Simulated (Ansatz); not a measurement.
**WC (CsCl type): how the settings move a single-point run**

Aim: see which settings change the result for WC (CsCl type), by how much, and at what cost.

Computed with Ansatz 0.2.0 (reference: DFT, PBE, PAW with Ansatz's default frozen-core files, scalar-relativistic, unless a step's input says otherwise).

## 1. The system as given

The structure is cubic, space group Pm-3m (No. 221). The conventional cell has a = 2.671 Å, b = 2.671 Å, c = 2.671 Å, α = 90.00°, β = 90.00°, γ = 90.00°. W (site symmetry m-3m) has 8 C at 2.31 Å as nearest neighbours. Around C (site symmetry m-3m) lie 8 W at 2.31 Å.

As a file:

```xyz
2
Lattice="2.6714 0.0000 0.0000 0.0000 2.6714 0.0000 0.0000 0.0000 2.6714" Properties=species:S:1:pos:R:3 pbc="T T T"
W     0.0000    0.0000    0.0000
C     1.3357    1.3357    1.3357
```

## 2. The reference run

Input file input.yaml:

```yaml
crystal:
  lattice:
    - [2.6714090801, 0.0, 0.0]
    - [0.0, 2.6714090801, 0.0]
    - [0.0, 0.0, 2.6714090801]
  atoms:
    - { symbol: W, position: [0.0, 0.0, 0.0] }
    - { symbol: C, position: [0.5, 0.5, 0.5] }
kpoints:
  mp_grid: { grid: [15, 15, 15] }
scf:
  occupations: { method: fermi_dirac, width: 0.08 }
hamiltonian:
  xc: pbe
  pseudopotentials: { kind: paw }
output:
  forces: true
  stress: true
  eigenvalues: true
  populations: true
```

The run is started by

```bash
$ ansatz run input.yaml --threads 1 --pin off --max-ram 2048MiB --backend cpu --events-out ev --progress --plain --runs-dir out
```

## 3. Variant: hubbard.sites [{species: W, l: d, u_eff: 6.0}], hubbard.double_counting fll

Changes to input.yaml since step 2:

```diff
@@ -15,2 +15,3 @@
   pseudopotentials: { kind: paw }
+  hubbard: { sites: [{ species: W, l: d, u_eff: 6.0 }], double_counting: fll }
 output:
@@ -20 +21,5 @@
   populations: true
+  write_density: true
+  write_potential: true
+  elf: true
+  volumetric_format: npy
```

Before running it: what results should come out? Wanted: for each run, ending; energy change; pressure; gap; force.

The runs gave:

```tsv
run	ending	energy change	pressure (GPa)	gap (eV)	force (eV/Å)	cycles	time
reference	converged	0	25.8	0.00	0.00	6	2.6 s
1: hubbard.sites [{species: W, l: d, u_eff: 6.0}], hubbard.double_counting fll	converged	+3.58 eV/atom (U changed: no physical gain or loss)	29.1	0.00	0.00	8	6.1 s
```

Times don't compare one to one where runs were asked for different outputs or read a saved state (see the inputs); cycles may leave out searches for a lower state.

Residual by cycle in the longest SCF loop of each run; runs are numbered as in the table. The quantity is the density residual dr2, in eV.

```tsv
cycle	reference	run 1
1	0.0763	6.12
2	0.0431	0.396
3	0.0023	0.0339
4	8.5e-6	0.0124
5	2.0e-7	0.001
6	2.7e-9	1.5e-5
7	-	1.1e-8
8	-	5.6e-11
```

What this shows: Changing the Hubbard U moves the energy by +3.58 eV/atom, and the pressure goes from 25.8 to 29.1 GPa. The U term adds an energy of its own, so the shift says nothing about which run is better. A changed U is a change of model: its shifts are not errors of convergence. The structure is not at rest: the sound run finds 26 GPa, so these are no properties of the relaxed crystal. The reference has no spin polarisation; with W present, a magnetic state may lie lower.
